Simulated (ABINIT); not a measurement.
# InAs (F-43m) in ABINIT: further runs

The runs below take InAs through single point, with LDA, PBE.

Everything below comes from runs of ABINIT 10.8.3 (patched build). Logs are shortened: lines on timing, memory, paths and dates and some standing lists are left out, and cuts for length are marked. The log counts tension as positive stress, the text compression.

**Measured values to compare with.**

A printed reference work, data compilation reports, for a bulk crystal of InAs at 4.2 K: band gap 0.418 eV (direct).

The results are compared with them further down.

## (1) Starting point

It takes space group F-43m (No. 216, cubic). The conventional cell has a = 6.036 Å, b = 6.036 Å, c = 6.036 Å, α = 90.00°, β = 90.00°, γ = 90.00°. In (site symmetry -43m) has 4 As at 2.61 Å as nearest neighbours. As (site symmetry -43m) is surrounded by 4 In at 2.61 Å.

## (2) Single point, LDA

File run.abi:

```
# Pseudopotentials
pp_dirpath "./"
pseudos "In.upf, As.upf"

# Structure
acell 4.2680965312 4.2680965312 4.2680965312 Angstrom
rprim
     0.0000000000     0.7071067812     0.7071067812
     0.7071067812     0.0000000000     0.7071067812
     0.7071067812     0.7071067812     0.0000000000
ntypat 2
znucl 49 33
natom 2
typat 1 2
xred
     0.0000000000     0.0000000000     0.0000000000
     0.7500000000     0.7500000000     0.7500000000

# Plane-wave basis
ecut 34.0

# k points
kptopt 1
ngkpt 6 6 6
nshiftk 1
shiftk 0.0 0.0 0.0

# Exchange and correlation
ixc 7

# Bands and occupations
nband 18
occopt 3
tsmear 0.05 eV

# SCF cycle
nstep 100
tolvrs 1.0e-10

# Output
iomode 3
prtwf 0
prteig 0
prtebands 0
prtden 1
prtvha 1
prtvclmb 1
prtpot 1
prtelf 1
```

Potentials or basis: PseudoDojo NC SR LDA v0.4.1 standard.

Command:

```sh
$ abinit run.abi > log 2>&1
```

run.abo:

```text
.Version 10.8.3 of ABINIT
 Symmetries : space group F-4 3 m (#216); Bravais cF (face-center cubic)
================================================================================
 Values of the parameters that define the memory need of the present run
     intxc =       0    ionmov =       0      iscf =       7    lmnmax =       6
     lnmax =       6     mgfft =      45  mpssoang =       3    mqgrid =    3001
     natom =       2  nloc_mem =       1    nspden =       1   nspinor =       1
    nsppol =       1      nsym =      24    n1xccc =    2501    ntypat =       2
    occopt =       3   xclevel =       1
       mpw =        3545          nfft =       91125          nkpt =          16
================================================================================
================================================================================

--------------------------------------------------------------------------------
------------- Echo of variables that govern the present computation ------------
--------------------------------------------------------------------------------
 -outvars: echo values of preprocessed input variables --------
            acell      8.0655335229E+00  8.0655335229E+00  8.0655335229E+00 Bohr
              amu      1.14820000E+02  7.49215900E+01
             ecut      3.40000000E+01 Hartree
              ixc           7
         kptrlatt        6    0    0      0    6    0      0    0    6
          kptrlen      4.83932011E+01
            natom           2
            nband          18
            ngfft          45      45      45
             nkpt          16
            nstep         100
             nsym          24
           ntypat           2
           occopt           3
        prtebands           0
           prteig           0
           prtelf           1
           prtpot           1
         prtvclmb           1
           prtvha           1
            prtwf           0
            rprim      0.0000000000E+00  7.0710678120E-01  7.0710678120E-01
                       7.0710678120E-01  0.0000000000E+00  7.0710678120E-01
                       7.0710678120E-01  7.0710678120E-01  0.0000000000E+00
          spgroup         216
           tolvrs      1.00000000E-10
           tsmear      1.83746611E-03 Hartree
            typat      1  2
           xangst      0.0000000000E+00  0.0000000000E+00  0.0000000000E+00
                       4.5270000000E+00  4.5270000000E+00  4.5270000000E+00
            xcart      0.0000000000E+00  0.0000000000E+00  0.0000000000E+00
                       8.5547901721E+00  8.5547901721E+00  8.5547901721E+00
             xred      0.0000000000E+00  0.0000000000E+00  0.0000000000E+00
                       7.5000000000E-01  7.5000000000E-01  7.5000000000E-01
            znucl       49.00000   33.00000

================================================================================

 chkinp: Checking input parameters for consistency.

================================================================================
== DATASET  1 ==================================================================

--- !DatasetInfo
iteration_state: {dtset: 1, }
dimensions: {natom: 2, nkpt: 16, mband: 18, nsppol: 1, nspinor: 1, nspden: 1, mpw: 3545, }
cutoff_energies: {ecut:  34.0, pawecutdg:  -1.0, }
electrons: {nelect:   2.80000000E+01, charge:   0.00000000E+00, occopt:   3.00000000E+00, tsmear:   1.83746611E-03, }
meta: {optdriver: 0, ionmov: 0, optcell: 0, iscf: 7, paral_kgb: 0, }
...

 Exchange-correlation functional for the present dataset will be:
  LDA: Perdew-Wang 92 LSD fit to Ceperley-Alder data - ixc=7
  J.P.Perdew and Y.Wang, PRB 45, 13244 (1992)

 Real(R)+Recip(G) space primitive vectors, cartesian coordinates (Bohr,Bohr^-1):
 R(1)=  0.0000000  5.7031934  5.7031934  G(1)= -0.0876702  0.0876702  0.0876702
 R(2)=  5.7031934  0.0000000  5.7031934  G(2)=  0.0876702 -0.0876702  0.0876702
 R(3)=  5.7031934  5.7031934  0.0000000  G(3)=  0.0876702  0.0876702 -0.0876702
 Unit cell volume ucvol=  3.7100888E+02 bohr^3
 Angles (23,13,12)=  6.00000000E+01  6.00000000E+01  6.00000000E+01 degrees

 getcut: wavevector=  0.0000  0.0000  0.0000  ngfft=  45  45  45
         ecut(hartree)=     34.000   => boxcut(ratio)=   2.07833

--- Pseudopotential description ------------------------------------------------
- pspini: atom type   1  psp file is ./In.upf
12 -1012 2 -1 1894                            pspcod,pspxc,lmax,lloc,mmax
     nproj     2     2     2

- pspini: atom type   2  psp file is ./As.upf
12 -1012 2 -1 1326                            pspcod,pspxc,lmax,lloc,mmax
     nproj     2     2     2

   1.49220217E+03                                ecore*ucvol(ha*bohr**3)
--------------------------------------------------------------------------------

================================================================================

--- !BeginCycle
iteration_state: {dtset: 1, }
solver: {iscf: 7, nstep: 100, nline: 4, wfoptalg: 0, }
tolerances: {tolvrs: 1.00E-10, }
...

     iter   Etot(hartree)      deltaE(h)  residm     vres2
 ETOT  1  -170.71481267208    -1.707E+02 9.723E-01 9.786E+01
 ETOT  2  -172.22366456113    -1.509E+00 1.660E-02 4.181E+01
 ETOT  3  -172.22980903687    -6.144E-03 3.621E-03 3.508E+00
 ETOT  4  -172.23014171407    -3.327E-04 1.535E-03 1.205E-01
 ETOT  5  -172.23015325788    -1.154E-05 1.997E-03 1.698E-02
 ETOT  6  -172.23015460874    -1.351E-06 3.139E-04 1.595E-03
 ETOT  7  -172.23015483395    -2.252E-07 3.255E-04 7.277E-06
 ETOT  8  -172.23015483539    -1.433E-09 3.693E-05 1.111E-06
 ETOT  9  -172.23015483549    -1.020E-10 4.611E-05 2.132E-07
 ETOT 10  -172.23015483551    -2.476E-11 5.443E-06 6.505E-10
 ETOT 11  -172.23015483552    -1.705E-12 7.498E-06 4.947E-11

 At SCF step   11       vres2   =  4.95E-11 < tolvrs=  1.00E-10 =>converged.

 Compute ELF
--------------------------------------------------------------------------------

 Compute kinetic energy density

 Compute gradient of the electron density
 Electron Localization Function (ELF) [min:0;max:1]
)     Maximum=    7.3840E-01  at reduced coord.    0.7556    0.8889    0.9111
)     Minimum=    3.9200E-07  at reduced coord.    0.7556    0.7556    0.7333
   Integrated=    1.0233E+02

--------------------------------------------------------------------------------
 End of ELF section

 Cartesian components of stress tensor (hartree/bohr^3)
  sigma(1 1)=  3.01156073E-04  sigma(3 2)=  0.00000000E+00
  sigma(2 2)=  3.01156073E-04  sigma(3 1)=  0.00000000E+00
  sigma(3 3)=  3.01156073E-04  sigma(2 1)=  0.00000000E+00

--- !ResultsGS
iteration_state: {dtset: 1, }
comment   : Summary of ground state results
lattice_vectors:
- [  0.0000000,   5.7031934,   5.7031934, ]
- [  5.7031934,   0.0000000,   5.7031934, ]
- [  5.7031934,   5.7031934,   0.0000000, ]
lattice_lengths: [   8.06553,    8.06553,    8.06553, ]
lattice_angles: [ 60.000,  60.000,  60.000, ] # degrees, (23, 13, 12)
lattice_volume:   3.7100888E+02
convergence: {deltae: -1.705E-12, res2:  4.947E-11, residm:  7.498E-06, diffor: null, }
etotal    :  -1.72230155E+02
entropy   :   0.00000000E+00
fermie    :   1.46678883E-01
cartesian_stress_tensor: # hartree/bohr^3
- [  3.01156073E-04,   0.00000000E+00,   0.00000000E+00, ]
- [  0.00000000E+00,   3.01156073E-04,   0.00000000E+00, ]
- [  0.00000000E+00,   0.00000000E+00,   3.01156073E-04, ]
pressure_GPa:  -8.8603E+00
xred      :
- [  0.0000E+00,   0.0000E+00,   0.0000E+00, In]
- [  7.5000E-01,   7.5000E-01,   7.5000E-01, As]
cartesian_forces: # hartree/bohr
- [  7.37702166E-31,   7.37702166E-31,  -2.21310650E-30, ]
- [ -7.37702166E-31,  -7.37702166E-31,   2.21310650E-30, ]
force_length_stats: {min:   2.44668129E-30, max:   2.44668129E-30, mean:   2.44668129E-30, }
...

 Integrated electronic density in atomic spheres:
 ------------------------------------------------
 Atom  Sphere_radius  Integrated_density
    1        2.00000          9.91462555
    2        2.00000         12.39002696
================================================================================

 ----iterations are completed or convergence reached----

 Mean square residual over all n,k,spin=   51.987E-09; max=  74.984E-07
 reduced coordinates (array xred) for    2 atoms
       0.000000000000      0.000000000000      0.000000000000
       0.750000000000      0.750000000000      0.750000000000
 rms dE/dt=  1.1900E-29; max dE/dt=  1.6829E-29; dE/dt below (all hartree)
    1       0.000000000000      0.000000000000     -0.000000000000
    2       0.000000000000      0.000000000000      0.000000000000

 cartesian coordinates (angstrom) at end:
    1      0.00000000000000     0.00000000000000     0.00000000000000
    2      4.52700000004158     4.52700000004158     4.52700000004158

 cartesian forces (hartree/bohr) at end:
    1      0.00000000000000     0.00000000000000    -0.00000000000000
    2     -0.00000000000000    -0.00000000000000     0.00000000000000
 frms,max,avg= 1.4125921E-30 2.2131065E-30   0.000E+00  0.000E+00  0.000E+00 h/b

 cartesian forces (eV/Angstrom) at end:
    1      0.00000000000000     0.00000000000000    -0.00000000000000
    2     -0.00000000000000    -0.00000000000000     0.00000000000000
 frms,max,avg= 7.2638406E-29 1.1380251E-28   0.000E+00  0.000E+00  0.000E+00 e/A
 length scales=  8.065533522905  8.065533522905  8.065533522905 bohr
              =  4.268096531200  4.268096531200  4.268096531200 angstroms
 Fermi (or HOMO) energy (hartree) =   0.14668   Average Vxc (hartree)=  -0.36585
 Eigenvalues (hartree) for nkpt=  16  k points:
 kpt#   1, nband= 18, wtk=  0.00463, kpt=  0.0000  0.0000  0.0000 (reduced coord)
  -1.14900   -1.14900   -1.14900   -1.14859   -1.14859   -0.38357   -0.38357   -0.38357
  -0.37883   -0.37883   -0.29475    0.13009    0.14537    0.14537    0.14537    0.28644
   0.28644    0.28644
      occupation numbers for kpt#   1
   2.00000    2.00000    2.00000    2.00000    2.00000    2.00000    2.00000    2.00000
   2.00000    2.00000    2.00000    1.99976    1.34232    1.34232    1.34232    0.00000
   0.00000    0.00000
 prteigrs : prtvol=0 or 1, do not print more k-points.

--- !EnergyTerms
iteration_state     : {dtset: 1, }
comment             : Components of total free energy in Hartree
kinetic             :  1.17681628569085E+02
hartree             :  5.22052584279041E+01
xc                  : -4.31063886576797E+01
Ewald energy        : -9.28949151391358E+01
psp_core            :  4.02201200250446E+00
local_psp           : -1.44579985329099E+02
non_local_psp       : -6.55577304856802E+01
internal            : -1.72230120612101E+02
'-kT*entropy'       : -3.42234141165640E-05
total_energy        : -1.72230154835515E+02
total_energy_eV     : -4.68662126643432E+03
band_energy         : -1.55736888279884E+01
...

 Cartesian components of stress tensor (hartree/bohr^3)
  sigma(1 1)=  3.01156073E-04  sigma(3 2)=  0.00000000E+00
  sigma(2 2)=  3.01156073E-04  sigma(3 1)=  0.00000000E+00
  sigma(3 3)=  3.01156073E-04  sigma(2 1)=  0.00000000E+00

-Cartesian components of stress tensor (GPa)         [Pressure= -8.8603E+00 GPa]
- sigma(1 1)=  8.86031756E+00  sigma(3 2)=  0.00000000E+00
- sigma(2 2)=  8.86031756E+00  sigma(3 1)=  0.00000000E+00
- sigma(3 3)=  8.86031756E+00  sigma(2 1)=  0.00000000E+00

== END DATASET(S) ==============================================================
================================================================================

 -outvars: echo values of variables after computation  --------
            acell      8.0655335229E+00  8.0655335229E+00  8.0655335229E+00 Bohr
           etotal     -1.7223015484E+02
            fcart      7.3770216625E-31  7.3770216625E-31 -2.2131064988E-30
                      -7.3770216625E-31 -7.3770216625E-31  2.2131064988E-30
            rprim      0.0000000000E+00  7.0710678120E-01  7.0710678120E-01
                       7.0710678120E-01  0.0000000000E+00  7.0710678120E-01
                       7.0710678120E-01  7.0710678120E-01  0.0000000000E+00
           strten      3.0115607263E-04  3.0115607263E-04  3.0115607263E-04
                       0.0000000000E+00  0.0000000000E+00  0.0000000000E+00
           xangst      0.0000000000E+00  0.0000000000E+00  0.0000000000E+00
                       4.5270000000E+00  4.5270000000E+00  4.5270000000E+00
             xred      0.0000000000E+00  0.0000000000E+00  0.0000000000E+00
                       7.5000000000E-01  7.5000000000E-01  7.5000000000E-01
 Calculation completed.
```

Run time: 35 s. Hardware: 1 thread of Intel Xeon Platinum 8375C at 2.90GHz (Ice Lake), shared host; peak memory 0.08 GiB.

Results:

| Property | Result |
| --- | --- |
| Free energy | -4686.6213 eV |
| Band gap on the k mesh | none (metal or under the smearing width) |
| Valence electrons inside the program's atomic spheres | In 9.91; As 12.39 |

Caveat: the cutoff is too short for stress, so the log's stress isn't used; this crystal is a semiconductor, whose small gap the functional closes, so the metal is an error of the method.

(Part 1 of 2 ends here.)
